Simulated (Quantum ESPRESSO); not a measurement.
# NaCl under changes of volume

One of the cells (21.813 Å³/atom); the others are scaled copies at fixed shape and fractional positions:

```
CELL_PARAMETERS angstrom
0.00000 2.79406 2.79406
2.79406 0.00000 2.79406
2.79406 2.79406 0.00000
ATOMIC_POSITIONS crystal
Cl 0.50000 0.50000 0.50000
Na 0.00000 0.00000 0.00000
```

The cell is a database's computed one.

| Property | Result |
| --- | --- |
| Program | Quantum ESPRESSO 7.5 |
| Functional | LDA |
| Potentials or basis | PseudoDojo 0.4.1 SR LDA standard |
| Cutoff | 1197 eV |
| Density cutoff | 4789 eV |
| k mesh | 8 × 8 × 8 |
| Occupations | fermi-dirac, width 0.05 eV |
| Spin | no spin polarisation |

| volume (Å³/atom) | energy over the lowest point (meV/atom) | pressure (GPa) | gap on the mesh (eV) |
| --- | --- | --- | --- |
| 20.504 | 0.00 | -0.1 | 5.05 |
| 20.940 | 1.25 | -0.8 | 4.96 |
| 21.376 | 4.10 | -1.3 | 4.88 |
| 21.813 | 8.39 | -1.8 | 4.80 |
| 22.249 | 13.93 | -2.3 | 4.72 |
| 22.685 | 20.59 | -2.6 | 4.65 |
| 23.121 | ? | ? | ? |

What does the run at 23.121 Å³/atom give?

Energy over the lowest point 28.23 meV/atom; pressure -3.0 GPa; gap on the mesh 4.58 eV.

Worked out: A Birch-Murnaghan fit of order 3 (a polynomial in V^(-2/3)) to the other rows has its minimum at 20.41 Å³/atom, just outside them, with B0 = V·E''(V) = 32 GPa and B' = 4.6. It gives 28.24 meV/atom at 23.121 Å³/atom, against the run's 28.23, and -dE/dV = -3.0 GPa, against -3.0. A straight line through the other rows of the gap, of slope -3.96 eV per unit of ln V (its deformation potential), extrapolates to 4.57 eV, against the run's 4.58.

Energies are extrapolated to zero smearing.
